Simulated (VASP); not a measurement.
## A VASP 6.6.1 relaxation on GaAs

INCAR

```
ISMEAR = -1
ALGO = Normal
LASPH = .TRUE.
EDIFFG = -5E-3
EDIFF = 1E-9
PREC = Accurate
ENCUT = 600
NBANDS = 16
ISIF = 3
SIGMA = 0.02
METAGGA = R2SCAN
LCHARG = .FALSE.
PSTRESS = 10
NSW = 40
LREAL = .FALSE.
LWAVE = .FALSE.
NELM = 61
IBRION = 2
```

KPOINTS

```
KPOINTS created by Atomic Simulation Environment
0
Gamma
8 8 8
0 0 0
```

POSCAR

```
Ga As
 1.0000000000000000
     0.0000000000000000    2.8718185906432154    2.8718185906432154
     2.8718185906432154    0.0000000000000000    2.8718185906432154
     2.8718185906432154    2.8718185906432154    0.0000000000000000
 Ga  As
   1   1
Cartesian
  0.0000000000000000  0.0000000000000000  0.0000000000000000
  1.4359092953216077  1.4359092953216077  1.4359092953216077
```

The recommended PBE PAW datasets give the neutral cell 18 valence electrons.

Command

```
mpirun -np 1 vasp_std
```

Predict the outcome of this run.

It converged. Results: relaxed cell vector lengths 3.990, 3.990, 3.990 Å; relaxed cell volume 44.90 Å³.

OSZICAR

```
N       E                     dE             d eps       ncg     rms          rms(c)
DAV:   1     0.696115984538E+02    0.69612E+02   -0.96777E+03   984   0.167E+03
DAV:   2    -0.219493605906E+02   -0.91561E+02   -0.87132E+02  1064   0.340E+02
DAV:   3    -0.290262580397E+02   -0.70769E+01   -0.70538E+01  1160   0.714E+01
DAV:   4    -0.291351279137E+02   -0.10887E+00   -0.10885E+00  1152   0.976E+00
DAV:   5    -0.291366581889E+02   -0.15303E-02   -0.15302E-02  1152   0.106E+00    0.303E+00
DAV:   6    -0.270407408643E+02    0.20959E+01   -0.50638E-01  1016   0.128E+01    0.184E+00
DAV:   7    -0.270345181794E+02    0.62227E-02   -0.15363E-01  1096   0.330E+00    0.822E-01
DAV:   8    -0.270382318587E+02   -0.37137E-02   -0.78962E-03  1184   0.717E-01    0.300E-01
DAV:   9    -0.270386975155E+02   -0.46566E-03   -0.12710E-03  1120   0.410E-01    0.469E-02
DAV:  10    -0.270387108306E+02   -0.13315E-04   -0.11776E-04  1152   0.778E-02    0.229E-02
...
DAV:   7    -0.270528323488E+02    0.58015E-05   -0.99586E-06  1416   0.492E-02    0.823E-03
DAV:   8    -0.270528371168E+02   -0.47680E-05   -0.82399E-07   984   0.902E-03    0.375E-04
DAV:   9    -0.270528363347E+02    0.78211E-06   -0.60526E-08  1256   0.326E-03    0.490E-04
DAV:  10    -0.270528361418E+02    0.19288E-06   -0.63939E-09  1008   0.695E-04    0.960E-05
DAV:  11    -0.270528361622E+02   -0.20424E-07   -0.44127E-10   672   0.251E-04    0.736E-06
DAV:  12    -0.270528361572E+02    0.49786E-08   -0.70919E-11   520   0.955E-05    0.743E-06
DAV:  13    -0.270528361554E+02    0.18417E-08   -0.19660E-11   496   0.661E-05    0.271E-06
DAV:  14    -0.270528361585E+02   -0.30973E-08   -0.89707E-12   496   0.453E-05    0.261E-06
DAV:  15    -0.270528361581E+02    0.35925E-09   -0.26643E-12   480   0.178E-05
   3 F= -.26772570E+02 E0= -.26772570E+02  d E =-.295202E-01
```

```json
{"ionic step": "1", "ΔH (meV/atom)": "0.0", "volume (Å³)": "47.37", "largest force (eV/Å)": "0.000", "pressure (GPa)": "-2.64", "electronic steps": "17"}
{"ionic step": "2", "ΔH (meV/atom)": "-11.2", "volume (Å³)": "43.77", "largest force (eV/Å)": "0.000", "pressure (GPa)": "3.11", "electronic steps": "16"}
{"ionic step": "3", "ΔH (meV/atom)": "-14.8", "volume (Å³)": "44.90", "largest force (eV/Å)": "0.000", "pressure (GPa)": "1.03", "electronic steps": "15"}
```

For comparison, a separate r²SCAN relaxation on usual settings, not on those above, ends at 45.54 Å³.
